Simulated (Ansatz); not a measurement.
# CoO: the cost of one run

Computed with Ansatz 0.2.0 (DFT PBE+U (U = 4 eV, J = 0.7 eV on Co d), plane waves, PAW, unless a step's input says otherwise).

### Step 1. The starting structure

The structure is cubic, space group Pm-3m (No. 221). The conventional cell has a = 2.571 Å, b = 2.571 Å, c = 2.571 Å, α = 90.00°, β = 90.00°, γ = 90.00°. Co (site symmetry m-3m) is surrounded by 8 O at 2.23 Å. O (site symmetry m-3m) is surrounded by 8 Co at 2.23 Å.

Structure file:

```cif
data_structure
_symmetry_space_group_name_H-M 'P 1'
_symmetry_Int_Tables_number 1
_cell_length_a 2.5705
_cell_length_b 2.5705
_cell_length_c 2.5705
_cell_angle_alpha 90.000
_cell_angle_beta 90.000
_cell_angle_gamma 90.000
_cell_volume 16.99
loop_
_atom_site_label
_atom_site_type_symbol
_atom_site_fract_x
_atom_site_fract_y
_atom_site_fract_z
_atom_site_occupancy
Co1 Co 0.00000 0.00000 0.00000 1
O1 O 0.50000 0.50000 0.50000 1
```

Magnetic order typed: ferromagnetic.

### Step 2. From atoms, symmetry kept, no search

input.yaml

```yaml
crystal:
  lattice:
    - [2.57052631, 0.0, 0.0]
    - [0.0, 2.57052631, 0.0]
    - [0.0, 0.0, 2.57052631]
  atoms:
    - { symbol: Co, position: [0.0, 0.0, 0.0], spin: 3.0 }
    - { symbol: O, position: [0.5, 0.5, 0.5] }
basis:
  ecutwfc: 420
  ecutrho_ratio: 4
kpoints:
  mp_grid: { grid: [7, 7, 7] }
hamiltonian:
  xc: pbe
  hubbard: { sites: [{ site: 0, l: d, u: 4.0, j: 0.7 }] }
scf:
  occupations: { method: gaussian, width: 0.05 }
  lower_state_search: "off"
  max_iter: 150
output:
  forces: true
  stress: true
  eigenvalues: true
  populations: true
  hubbard: { sites: [{ site: 0, l: d }] }
magnetization:
  spin_polarized: true
```

On the command line:

```bash
ansatz run input.yaml --threads 2 --pin off --max-ram 3072MiB --backend cpu --events-out ev --progress --plain --runs-dir out
```

Q: Estimate wall time and peak memory on 2 threads of Arm Neoverse V1, shared host.

About 1.7 s, with a peak of 0.27 GiB.
